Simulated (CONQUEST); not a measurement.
## HgSe under changes of volume

One of the cells (28.067 Å³/atom); the others are scaled copies at fixed shape and fractional positions:

```
Hg Se
1.0
     4.29780    0.00000    0.00000
     0.00000    4.29780    0.00000
     0.00000    0.00000    6.07800
Hg Se
2 2
Direct
  0.00000 0.00000 0.00000
  0.50000 0.50000 0.50000
  0.00000 0.50000 0.25000
  0.50000 0.00000 0.75000
```

* Program: CONQUEST 1.3
* Functional: PBE
* Potentials or basis: PseudoDojo NC PBE, SZ, grid of 48 × 48 × 60 points
* k mesh: 6 × 6 × 5
* Occupations: fermi-dirac, width 0.05 eV
* Spin: no spin polarisation

| volume (Å³/atom) | energy over the lowest point (meV/atom) | pressure (GPa) |
| --- | --- | --- |
| 26.383 | 319.15 | 21.4 |
| 26.944 | 248.58 | 19.0 |
| 27.505 | 185.96 | 16.8 |
| 28.067 | 130.35 | 14.9 |
| 28.628 | ? | ? |
| 29.189 | 38.00 | 11.6 |
| 29.751 | 0.00 | 10.1 |

**Question.** What does the run at 28.628 Å³/atom give?

**Answer.** Energy over the lowest point 81.31 meV/atom; pressure 13.2 GPa.

Worked out: A Birch-Murnaghan fit of order 3 (a polynomial in V^(-2/3)) to the other rows has no minimum within the range. It gives 81.26 meV/atom at 28.628 Å³/atom, against the run's 81.31, and -dE/dV = 13.2 GPa, against 13.2.

Energies are extrapolated to zero smearing.

Caveats: the atomic basis is small; the basis of atomic orbitals isn't converged, which shifts pressures, moduli and gaps.
